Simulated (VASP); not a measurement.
Wanted: the native input for a VASP 6.6.1 run.

| Property | Result |
| --- | --- |
| Task | single point |
| Functional | PBE |
| Dispersion | D3(BJ) |
| Potentials or basis | VASP PAW PBE potentials, release 64 (O, C, H) |
| Cutoff | 520 eV |
| k mesh | 1 × 1 × 1 |
| Occupations | fermi-dirac, width 0.05 eV |
| Spin | no spin polarisation |
| Dipole correction | no |
| Further INCAR settings | LREAL = Auto; ALGO = Normal; EDIFF = 1e-06; NBANDS = 86 |

The structure of H2CO lies in POSCAR:

```
H2CO
1.0
    8.7546910000      0.0000000000      0.0000000000
    0.0000000000      8.7546910000      0.0000000000
    0.0000000000      0.0000000000      8.7546910000
O C H
10 10 20
Direct
    0.5005659252      0.6327807572      0.8003137975
    0.1214891536      0.9309409093      0.5321832604
    0.6968035765      0.9311693582      0.1944100597
    0.5233308634      0.5132791095      0.3209593577
    0.9179764311      0.7322931215      0.8079782599
    0.2924260833      0.3095940222      0.1424493452
    0.9639175158      0.2152446043      0.3799791449
    0.3886373602      0.0383108896      0.9666703257
    0.5136788951      0.0335363064      0.5047808084
    0.1318493137      0.5282539384      0.5438227346
    0.5949610329      0.6011291546      0.6878712224
    0.1578125373      0.8893289323      0.6572819075
    0.8145690122      0.9142984030      0.2692842043
    0.4498388350      0.5733611843      0.2211956995
    0.9609019896      0.6756948932      0.9262805506
    0.2024171955      0.2736361569      0.0355352348
    1.0248562742      0.2557029140      0.4982585907
    0.5194472312      0.0391789956      0.9208663104
    0.5205780535      0.1581666332      0.4555386364
    0.1078964409      0.5842924667      0.4203917648
    0.6093761619      0.6937880503      0.6043160175
    0.6384348688      0.4828040190      0.6582870829
    0.1581323658      0.9702455518      0.7641960179
    0.1939645842      0.7767492879      0.6946561563
    0.8378022708      0.8193435953      0.3429361470
    0.8987524517      0.9977165385      0.2744014609
    0.3276414896      0.5903349416      0.2449087009
    0.4685602267      0.5810599141      0.0981530930
    0.9630836771      0.5426462225      0.9307238828
    1.0051868193      0.7398890492      1.0254616639
    0.0774898851      0.2847844658      0.0581516812
    0.2254562725      0.2415048115     -0.0886267716
    1.1469622400      0.2301166312      0.4891206326
    0.9896979802      0.3251513960      0.6036078258
    0.5509960317      0.1229854943      0.8190123444
    0.6064405928     -0.0526917512      0.9468066891
    0.5152894602      0.1921598375      0.3333412910
    0.5331199011      0.2497061290      0.5318520094
    0.1765453515      0.6658944331      0.3666263035
   -0.0026614303      0.5717734641      0.3661351383
```

The cell was built by a generator and needn't be a form met in nature.

The input as run:

INCAR

```
ALGO = Normal
EDIFF = 1E-6
ENCUT = 520
GGA = PE
ISIF = 2
ISMEAR = -1
IVDW = 12
LASPH = True
LCHARG = False
LREAL = Auto
LWAVE = False
NBANDS = 86
NELM = 100
PREC = Accurate
SIGMA = 0.05
```

KPOINTS

```
k-points
0
Gamma
  1 1 1
```

Potentials or basis: VASP PAW PBE potentials, release 64 (O, C, H).

Launch:

```sh
$ cat potpaw_PBE.64/O/POTCAR potpaw_PBE.64/C/POTCAR potpaw_PBE.64/H/POTCAR > POTCAR
$ mpirun -np 1 vasp_gam > vasp.out
```

Results of the run:

The pressure is 0.3 GPa and the largest force is 5.237 eV/Å. The band gap on the k mesh is 2.36 eV, direct. The dispersion energy per atom is -0.032 eV.

Caveat: the standard files for N, O and F lose accuracy on very short bonds.

Wall time 81 s on 1 thread of Intel(R) Xeon(R) 6975P-C (Granite Rapids), with other jobs on the host, peak memory 0.68 GiB.
